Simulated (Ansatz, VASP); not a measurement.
Two plane-wave programs on I

INCAR

```
SYSTEM = I
ALGO = Normal ; EDIFF = 1E-7
EDIFFG = -0.005 ; ENCUT = 600
GGA = PS ; IBRION = 2
ISIF = 3 ; ISMEAR = -1
LASPH = .True. ; LCHARG = .False.
LREAL = .False. ; LWAVE = .False.
NELM = 80 ; NSW = 60
PREC = Accurate ; SIGMA = 0.05
```

File KPOINTS:

```
k-points
0
Gamma
  14 14 14
  0 0 0
```

The input POSCAR:

```
I
1.0
    0.0000000000      2.5712815907      2.5712815907
    2.5712815907      0.0000000000      2.5712815907
    2.5712815907      2.5712815907      0.0000000000
I
1
Direct
    0.0000000000      0.0000000000      0.0000000000
```

Input for Ansatz:

```yaml
crystal:
  lattice:
    - [0.0, 2.5712815907, 2.5712815907]
    - [2.5712815907, 0.0, 2.5712815907]
    - [2.5712815907, 2.5712815907, 0.0]
  atoms:
    - { symbol: I, position: [0.0, 0.0, 0.0] }
kpoints:
  mp_grid: { grid: [14, 14, 14] }
scf:
  occupations: { method: fermi_dirac, width: 0.05 }
hamiltonian:
  xc: pbesol
  pseudopotentials: { kind: paw }
output:
  forces: true
  stress: true
  write_density: true
  write_potential: true
  elf: true
  volumetric_format: npy
relax:
  f_tol: 0.005
  max_steps: 40
  cell: {}
```

Alike in both runs: task relaxation of cell and atoms; functional PBEsol; k mesh 14 × 14 × 14; occupations fermi-dirac, width 0.05 eV; no spin polarisation.

|  | VASP | Ansatz |
| --- | --- | --- |
| version | VASP 6.6.1 | Ansatz 0.2.0 |
| potentials or method | VASP PAW PBE potentials, release 64 (I) | PAW with Ansatz's default frozen-core files, scalar-relativistic |
| plane-wave cutoff (eV) | 600 | 420 |
| valence electrons in the cell | 7 | 17 |

```tsv
	VASP	Ansatz	Ansatz less VASP
relaxed volume (Å³/atom)	31.81	31.81	+0.001
relaxed cell length with the largest relative difference (Å)	3.557	3.557	0.0000
energy change over the relaxation (meV/atom)	-14	-14	0.0
```

The two sets of potentials don't hold the same shells in valence.

Caveats: the PAW data sets were made with another functional, which shifts forces and pressure a little (VASP); an odd number of electrons without spin polarisation forces a metal; a magnetic or distorted state may lie lower. Spin-orbit coupling is left out, which matters for the levels of I.
